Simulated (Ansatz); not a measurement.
## Does relaxation matter for the field gradients of CaF2 with a Ca vacancy?

Start: a supercell of CaF2 (fluorite type, Fm-3m) built from a computed structure from the Materials Project (it need not be an observed phase), with all atoms left at the host's positions.

Space group Fm-3m (No. 225); a = 11.0321 Å.

```csv
site,Wyckoff,site symmetry,x,y,z
Ca1,24d,m.mm,0.2500,0.2500,0.0000
Ca7,4b,m-3m,0.5000,0.5000,0.5000
F8,32f,.3m,0.3750,0.3750,0.3750
F11,32f,.3m,0.8750,0.6250,0.6250
```

One atom of each set is listed; the run and its k-mesh use a cell of 23 atoms with edges of 7.80, 7.80, 7.80 Å.

Method: Kohn–Sham DFT in Ansatz, PBE, plane waves and PAW, scalar-relativistic, 420 eV cutoff, Γ-centred 3×3×3 k-points, Fermi–Dirac smearing 0.01 eV, cell charge -2.

The largest force at the start is 1.1 eV/Å. Relaxing the ions at fixed cell moves them by 0.233 Å at most (atom 15, F) and 0.145 Å rms.

```json
{"site": "Ca1", "moved (Å)": "0.000", "first shell before": "8 F at 2.39 Å", "first shell after": "8 F at 2.32–2.41 Å", "V_zz before (10²¹ V/m²)": "-1.37", "η before": "0.95"}
{"site": "F8", "moved (Å)": "0.076", "first shell before": "4 Ca at 2.39 Å", "first shell after": "4 Ca at 2.31–2.41 Å", "V_zz before (10²¹ V/m²)": "0.33", "η before": "0.00"}
{"site": "F11", "moved (Å)": "0.233", "first shell before": "3 Ca at 2.39 Å", "first shell after": "3 Ca at 2.32 Å", "V_zz before (10²¹ V/m²)": "-2.42", "η before": "0.00"}
```

Q: What are V_zz and η after the relaxation?

A: 

| site | V_zz after | η after | change of V_zz |
| --- | --- | --- | --- |
| Ca1 | 1.84 | 0.50 | – |
| F8 | -0.70 | 0.00 | -1.03 |
| F11 | -2.37 | 0.00 | +0.05 |

The largest change of V_zz along a kept axis is on F8, from 0.33 to -0.70. In per cent, |V_zz| changes by -2 on F (all sites that start above 0.5, bar those whose gradient vanishes or changes sign or whose main axis turns by over 40°). V_zz changes sign on F8 (same axis). On Ca1 the largest principal value lies along another axis in the second run, so the two V_zz can't be compared directly. Sites without a gradient aren't listed.

The defect repeats with the cell of 23 atoms, so it feels its images: sites between two images don't show the values beside a lone defect, and zeros or small values of η there can come from the images' arrangement. A uniform background compensates the cell's charge.
Before: The cell keeps the host's lattice, where the PBE pressure is -5 GPa (in a charged cell this depends on the convention for the mean potential). The neighbours have not yet relaxed around the defect (largest force 1.1 eV/Å), so a real crystal will differ.
